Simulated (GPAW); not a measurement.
Crystal: Al.

```
CELL_PARAMETERS angstrom
2.81246 0.00000 0.00000
-1.40623 2.43566 0.00000
0.00000 0.00000 4.86685
ATOMIC_POSITIONS crystal
Al 0.33333 0.66667 0.25000
Al 0.66667 0.33333 0.75000
```

This isn't the form of Al at room conditions, which is fcc.

| Property | Result |
| --- | --- |
| Program | GPAW 26.7.0 |
| Task | single point |
| Functional | PBEsol |
| Potentials or basis | PAW data sets generated in the run's folder for this functional |
| Cutoff | 600 eV |
| Basis | pw |
| k mesh | 11 × 11 × 6 |
| Occupations | fermi-dirac, width 0.05 eV |
| Spin | no spin polarisation |

On this cell: pressure -1.2 GPa; largest force under 0.003 eV/Å; band gap on the k mesh none (metal or under the smearing width).

The same run follows on a disturbed copy (atoms moved at random, drawn with an rms of 0.05 Å):

```
CELL_PARAMETERS angstrom
2.81246 0.00000 0.00000
-1.40623 2.43566 0.00000
0.00000 0.00000 4.86685
ATOMIC_POSITIONS crystal
Al 0.31442 0.64697 0.24540
Al 0.66979 0.33912 0.75318
```

What does the disturbed cell give?

The energy (extrapolated to zero smearing) moves by +2.1 meV/atom; pressure -1.1 GPa; largest force 0.135 eV/Å; band gap on the k mesh none (metal or under the smearing width).

Forces in eV/Å, atoms in the order of the input:
```
Al   0.024  0.046  0.124
Al  -0.024 -0.046 -0.124
```

Stress tensor (GPa, compression positive):
```
 0.48  0.02  0.03
 0.02  0.39  0.06
 0.03  0.06 -4.15
```
